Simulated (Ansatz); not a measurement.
ZnSe (F-43m), tetragonal deformation path

The calculation used Ansatz 0.2.0, DFT r2SCAN, scalar-relativistic, plane waves, PAW. The runs took a 500 eV cutoff, a Γ-centred 10×10×10 mesh and Gaussian smearing (0.05 eV). No spin polarisation. Energies are free energies at this smearing, counted from the undisturbed cell; pressure is positive in compression.

Zero of the scan (as given, not relaxed at this level; it stands at -0.1 GPa):

```
Zn Se
1.0
     0.00000    2.83380    2.83380
     2.83380    0.00000    2.83380
     2.83380    2.83380    0.00000
Zn Se
1 1
Direct
  0.00000 0.00000 0.00000
  0.75000 0.75000 0.75000
```

At fixed volume and fractional coordinates, lengths along (0.000, 0.000, 1.000) are scaled against those across it; ρ is that ratio over its starting value.

| ρ | ΔE (meV/atom) | pressure (GPa) | gap on the mesh (eV) |
| --- | --- | --- | --- |
| 0.650 | 208.0 | -3.8 | 0.70 |
| 0.707 | 141.2 | -2.6 | 1.04 |
| 0.780 | 79.4 | -1.4 | 1.31 |
| 0.850 | 37.6 | -0.6 | 1.50 |
| 0.920 | 11.0 | -0.2 | 1.67 |
| 0.960 | 2.8 | -0.1 | 1.76 |
| 1.000 | 0.0 | -0.1 | 1.86 |
| 1.050 | 4.5 | -0.1 | 1.79 |
| 1.100 | 18.2 | -0.2 | 1.68 |
| 1.200 | 74.0 | -0.6 | 1.36 |
| 1.300 | 167.9 | -1.0 | 0.87 |
| 1.414 | 319.0 | -1.4 | 0.11 |
| 1.500 | 460.1 | -1.5 | 0.00 |

Where the gap reads zero the k-mesh, chosen for the insulator, is on the coarse side.